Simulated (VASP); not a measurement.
# Fe (Fd-3m) in VASP: a series of runs, part 2 of 2

VASP 6.6.1.

### Step 4. Single point, LDA

This run uses another cell than the first one, of 13.99 Å³/atom, 1.040 times its volume.

Contents of INCAR:

```
SYSTEM = Fe
ALGO = Fast ; EDIFF = 1E-7
ENCUT = 520 ; GGA = CA
ISIF = 2 ; ISMEAR = -1
LASPH = .True. ; LCHARG = .False.
LREAL = .False. ; LWAVE = .False.
NBANDS = 15 ; NELM = 80
PREC = Accurate ; SIGMA = 0.1
```

Contents of KPOINTS:

```
k-points
0
Gamma
  13 13 13
  0 0 0
```

Contents of POSCAR:

```
Fe
1.0
    0.0000000000      2.4093825442      2.4093825442
    2.4093825442      0.0000000000      2.4093825442
    2.4093825442      2.4093825442      0.0000000000
Fe
2
Direct
    0.1250000000      0.1250000000      0.1250000000
    0.8750000000      0.8750000000      0.8750000000
```

Potentials or basis: VASP PAW LDA potentials, release 64 (Fe).

On the command line:

```console
$ cat potpaw_LDA.64/Fe/POTCAR > POTCAR
$ mpirun -np 1 vasp_std > vasp.out
```

OUTCAR:

```text
SYSTEM = Fe
   EDIFF = 1E-7
   ENCUT = 520
   GGA = CA
   ISIF = 2
   ISMEAR = -1
   LASPH = .True.
   LREAL = .False.
   NELM = 80
   PREC = Accurate

 ion  position               nearest neighbor table
   1  0.125  0.125  0.125-   2 2.09   2 2.09   2 2.09   2 2.09
   2  0.875  0.875  0.875-   1 2.09   1 2.09   1 2.09   1 2.09

  LATTYP: Found a face centered cubic cell.
 ALAT       =     4.8187650884

  Lattice vectors:

 A1 = (   0.0000000000,   2.4093825442,   2.4093825442)
 A2 = (   2.4093825442,   0.0000000000,   2.4093825442)
 A3 = (   2.4093825442,   2.4093825442,   0.0000000000)

Analysis of symmetry for initial positions (statically):
=====================================================================
 Subroutine PRICEL returns:
 Original cell was already a primitive cell.

 Routine SETGRP: Setting up the symmetry group for a
 face centered cubic supercell.

 Subroutine GETGRP returns: Found 48 space group operations
 (whereof 12 operations were pure point group operations)
 out of a pool of 48 trial point group operations.

The static configuration has the point symmetry D_3d.
 The point group associated with its full space group is O_h .

Analysis of symmetry for dynamics (positions and initial velocities):
=====================================================================
 Subroutine PRICEL returns:
 Original cell was already a primitive cell.

 Routine SETGRP: Setting up the symmetry group for a
 face centered cubic supercell.

 Subroutine GETGRP returns: Found 48 space group operations
 (whereof 12 operations were pure point group operations)
 out of a pool of 48 trial point group operations.

The dynamic configuration has the point symmetry D_3d.
 The point group associated with its full space group is O_h .

 Subroutine INISYM returns: Found 48 space group operations
 (whereof 12 operations are pure point group operations),
 and found     1 'primitive' translations

----------------------------------------------------------------------------------------

                                     Primitive cell

  volume of cell :      27.9735

  direct lattice vectors                    reciprocal lattice vectors
     0.000000000  2.409382544  2.409382544    -0.207522048  0.207522048  0.207522048
     2.409382544  0.000000000  2.409382544     0.207522048 -0.207522048  0.207522048
     2.409382544  2.409382544  0.000000000     0.207522048  0.207522048 -0.207522048

  length of vectors
     3.407381471  3.407381471  3.407381471     0.359438731  0.359438731  0.359438731

  position of ions in fractional coordinates (direct lattice)
     0.125000000  0.125000000  0.125000000
     0.875000000  0.875000000  0.875000000

  ion indices of the primitive-cell ions
   primitive index   ion index
                 1           1
                 2           2

----------------------------------------------------------------------------------------

 KPOINTS: k-points

Automatic generation of k-mesh.
 Grid dimensions read from file:
 generate k-points for:   13   13   13

 Generating k-lattice:

  Cartesian coordinates                     Fractional coordinates (reciprocal lattice)
    -0.015963234  0.015963234  0.015963234     0.076923077  0.000000000  0.000000000
     0.015963234 -0.015963234  0.015963234     0.000000000  0.076923077  0.000000000
     0.015963234  0.015963234 -0.015963234     0.000000000  0.000000000  0.076923077

  Length of vectors
     0.027649133  0.027649133  0.027649133
[... 41 lines left out ...]
   ions per type =               2
   NGX,Y,Z   is equivalent  to a cutoff of  13.66, 13.66, 13.66 a.u.
   NGXF,Y,Z  is equivalent  to a cutoff of  27.32, 27.32, 27.32 a.u.
 SYSTEM =  Fe
   PREC   = accura    normal or accurate (medium, high low for compatibility)
   ISTART =      0    job   : 0-new  1-cont  2-samecut
   ICHARG =      2    charge: 1-file 2-atom 10-const
   ISPIN  =      1    spin polarized calculation?
   LNONCOLLINEAR =      F non collinear calculations
   LSORBIT =      F    spin-orbit coupling
   LASPH  =      T    aspherical Exc in radial PAW
   ENCUT  =  520.0 eV  38.22 Ry    6.18 a.u.   6.34  6.34  6.34*2*pi/ulx,y,z
   NELM   =     80;   NELMIN=  2; NELMDL= -5     # of ELM steps
   EDIFF  = 0.1E-06   stopping-criterion for ELM
   LREAL  =      F    real-space projection
   EDIFFG = 0.1E-05   stopping-criterion for IOM
   NSW    =      0    number of steps for IOM
   IBRION =     -1    ionic relax: 0-MD 1-quasi-New 2-CG
   NFREE  =      0    steps in history (QN), initial steepest desc. (CG)
   ISIF   =      2    stress and relaxation
   ISYM   =      2    0-nonsym 1-usesym 2-fastsym
   POTIM  = 0.5000    time-step for ionic-motion
   TEBEG  =    0.0;   TEEND  =   0.0 temperature during run
   PSTRESS=    0.0 pullay stress
   NELECT =      16.0000    total number of electrons
   NUPDOWN=      -1.0000    fix difference up-down
   EMIN   =  10.00;   EMAX   =-10.00  energy-range for DOS
   EFERMI =   0.00;   METHOD = LEGACY
   ISMEAR =    -1;   SIGMA  =   0.10  broadening in eV -4-tet -1-fermi 0-gaus
   EFERMI_NEDOS =   21; number of points for ismear=-14 and -15
   IALGO  =     68    algorithm
   IMIX   =      4    mixing-type and parameters
     AMIX     =   0.40;   BMIX     =  1.00
     AMIX_MAG =   1.60;   BMIX_MAG =  1.00
  volume/ion in A,a.u.               =      13.99        94.39
  Fermi-wavevector in a.u.,A,eV,Ry     =   1.358936  2.568017 25.125982  1.846708
  Thomas-Fermi vector in A             =   2.485727
   LORBIT       =      0    0 simple, 1 ext, 2 COOP (PROOUT), +10 PAW based schemes
   GGA     = CA    functional components
   LHFCALC =     F    Hartree Fock is set to
   AEXX    =    0.0000 exact exchange contribution
   IVDW    =     0    specifies the selected vdW correction
   LEPSILON=     F    determine dielectric tensor
   LRPA    =     F    only Hartree local field effects (RPA)
 non-spin polarized calculation
 RMM-DIIS sequential band-by-band and
  energy-cutoff  :      520.00
  volume of cell :       27.97
 maximum number of plane-waves:       769
 NGX is ok and might be reduce to    28
   NGX = 13   NGY = 13   NGZ = 13

 number of electron      16.0000008 magnetization

 Free energy of the ion-electron system (eV)
  ---------------------------------------------------
  ext. energy  EPLUGINS =         0.00000000
  ---------------------------------------------------
  free energy    TOTEN  =       -16.28131198 eV

  energy without entropy =      -16.20143193  energy(sigma->0) =      -16.24137195

 E-fermi :   3.6776     XC(G=0): -11.9774

 val. band max:        3.6653193248   @ k =   0.3846   0.0000   0.0000
 cond. band min:       3.6780301102   @ k =   0.2308   0.2308   0.0000
 fundamental gap:      0.0127107854
 Fermi energy:         3.6776088594

 k-point     1 :       0.0000    0.0000    0.0000
  band No.  band energies     occupation
      1      -3.0984      2.00000
      2       0.7868      2.00000
      3       0.7868      2.00000
      4       1.1408      2.00000
      5       1.1408      2.00000
      6       1.1409      2.00000
      7       3.2482      1.97306
      8       3.2482      1.97306
      9       3.2482      1.97306
     10       4.9761      0.00000
     11       4.9761      0.00000
     12      18.3339      0.00000
     13      18.3343      0.00000
     14      18.3452      0.00000
[... 401 lines left out ...]
      2       0.2620      2.00000
      3       1.0570      2.00000
      4       1.1621      2.00000
      5       1.3270      2.00000
      6       1.7894      2.00000
      7       2.4419      1.99999
      8       3.7821      0.52045
      9       3.8125      0.41218
     10       4.6191      0.00016
     11       5.0131      0.00000
     12       7.1095      0.00000
     13      12.7254      0.00000
     14      12.8228      0.00000
     15      15.8914      0.00000

 [... further k-points ...]

------------------------ aborting loop because EDIFF is reached ----------------------------------------

  FORCE on cell =-STRESS in cart. coord.  units (eV):
  Direction    XX          YY          ZZ          XY          YZ          ZX
  --------------------------------------------------------------------------------------
  -------------------------------------------------------------------------------------
  Total       -1.4762731     -1.4762731     -1.4762731      0.0000000      0.0000000      0.0000000
  in kB      -84.5531941    -84.5531941    -84.5531941      0.0000000      0.0000000      0.0000000
  external PRESSURE =     -84.5531941 kB  Pullay stress =       0.0000000 kB

 VOLUME and BASIS-vectors are now :
 -----------------------------------------------------------------------------
  energy-cutoff  :      520.00
  volume of cell :       27.97
      direct lattice vectors                 reciprocal lattice vectors
     0.000000000  2.409382544  2.409382544    -0.207522048  0.207522048  0.207522048
     2.409382544  0.000000000  2.409382544     0.207522048 -0.207522048  0.207522048
     2.409382544  2.409382544  0.000000000     0.207522048  0.207522048 -0.207522048

 POSITION                                       TOTAL-FORCE (eV/Angst)
 -----------------------------------------------------------------------------------
      0.60235      0.60235      0.60235        -0.000000     -0.000000     -0.000000
      4.21642      4.21642      4.21642         0.000000      0.000000      0.000000
 -----------------------------------------------------------------------------------
    total drift:                                0.000000     -0.000000     -0.000000

  FREE ENERGIE OF THE ION-ELECTRON SYSTEM (eV)
  ---------------------------------------------------
  free  energy   TOTEN  =       -16.2813119756 eV

  energy  without entropy=      -16.2014319305  energy(sigma->0) =      -16.24137195
```

stdout:

```text
POSCAR found type information on POSCAR Fe
 POSCAR found :  1 types and       2 ions
 scaLAPACK will be used
 LDA part: xc-table for (Slater(with rela. corr.)+CA(PZ))
 , standard interpolation
 POSCAR, INCAR and KPOINTS ok, starting setup
 FFT: planning ... GRIDC
 FFT: planning ... GRID_SOFT
 FFT: planning ... GRID
 WAVECAR not read
 entering main loop
```

Run time: 77 s. Hardware: 1 thread of Intel Xeon Platinum 8259CL at 2.50GHz (Skylake/Cascade Lake), shared host; peak memory 0.15 GiB.

Results:

```yaml
Free_energy: -16.2813 eV
Pressure: -8.5 GPa
Band_gap_on_the_k_mesh: none (metal or under the smearing width)
```

Levels at points of the mesh, in eV from the Fermi level:
| k point | band 6 | band 7 | band 8 | band 9 | band 10 | band 11 |
| --- | --- | --- | --- | --- | --- | --- |
| (0.00, 0.00, 0.00) | -2.54 | -0.43 | -0.43 | -0.43 | 1.30 | 1.30 |

Caveat: the run has no spin polarisation, though such a crystal can be magnetic. Spin polarisation is off, so any magnetic state and its effect on volume and gap are missing.

### Step 5. Overview

| spin | cell | k mesh | gap on the mesh (eV) | pressure (GPa) |
| --- | --- | --- | --- | --- |
| off | Fd-3m, 13.45 Å³/atom | 19 × 19 × 19 | none | -2.1 |
| non-collinear, zero start, SOC | Fd-3m, 13.45 Å³/atom | 11 × 11 × 11 | - | -2.1 |
| off | Fd-3m, 13.99 Å³/atom | 13 × 13 × 13 | none | -8.5 |

Alike in all rows: task single point; level LDA; potentials or basis VASP PAW LDA potentials, release 64 (Fe); cutoff (eV) 520; smearing fermi-dirac 0.1 eV.

Absolute energies hang on the potentials; compare differences alone.
